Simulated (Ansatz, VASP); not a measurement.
Cu in VASP and in Ansatz

The input INCAR:

```
PREC = Accurate ; ENCUT = 520
EDIFF = 1E-6 ; ISMEAR = 0
SIGMA = 0.1 ; LREAL = False
LASPH = True ; NELM = 100
ALGO = Normal ; ISIF = 2
LWAVE = False ; LCHARG = False
GGA = PS ; NBANDS = 18
```

File KPOINTS:

```
regular mesh
0
Gamma
  8 8 8
```

Contents of POSCAR:

```
Cu
1.0
    1.2184636900     -3.9763780104      0.0000000000
    1.2184636900      3.9763780104      0.0000000000
    0.0000000000      0.0000000000      2.4754955235
Cu
2
Direct
    0.1338666500      0.8661333500      0.2500000000
    0.8661333500      0.1338666500      0.7500000000
```

Input for Ansatz:

```yaml
crystal:
  lattice:
    - [1.21846369, -3.9763780104, 0.0]
    - [1.21846369, 3.9763780104, 0.0]
    - [0.0, 0.0, 2.4754955235]
  atoms:
    - { symbol: Cu, position: [0.13386665, 0.86613335, 0.25] }
    - { symbol: Cu, position: [0.86613335, 0.13386665, 0.75] }
basis:
  ecutwfc: 420
kpoints:
  mp_grid: { grid: [8, 8, 8] }
hamiltonian:
  xc: pbesol
scf:
  occupations: { method: gaussian, width: 0.1 }
output:
  forces: true
  stress: true
  eigenvalues: true
```

This isn't the form of Cu at room conditions, which is fcc.

Alike in both runs: task single point; functional PBEsol; k mesh 8 × 8 × 8; occupations gaussian, width 0.1 eV; no spin polarisation.

|  | VASP | Ansatz |
| --- | --- | --- |
| version | VASP 6.6.1 | Ansatz 0.2.0 |
| potentials or method | VASP PAW PBE potentials, release 64 (Cu) | scalar-relativistic, plane waves, PAW |
| plane-wave cutoff (eV) | 520 | 420 |
| valence electrons in the cell | 22 | 38 |

Ansatz gave:

```
gap on the k mesh at the Fermi level (eV)       : none
pressure (GPa)                                  : -1.6
largest component of the traceless stress (GPa) : 1.02
rms of the force components (eV/Å)              : 0.007
```

Problem. Which values does VASP return?

Solution. gap on the k mesh at the Fermi level (eV): none; pressure (GPa): -0.9; largest component of the traceless stress (GPa): 0.91; rms of the force components (eV/Å): 0.004.

Atom by atom the forces differ by 0.003 eV/Å (rms over components). A gap of «none» marks a metal or a gap that the smearing closes. The two sets of potentials don't hold the same shells in valence.

Caveats: the PAW data sets were made with another functional, which shifts forces and pressure a little (VASP).
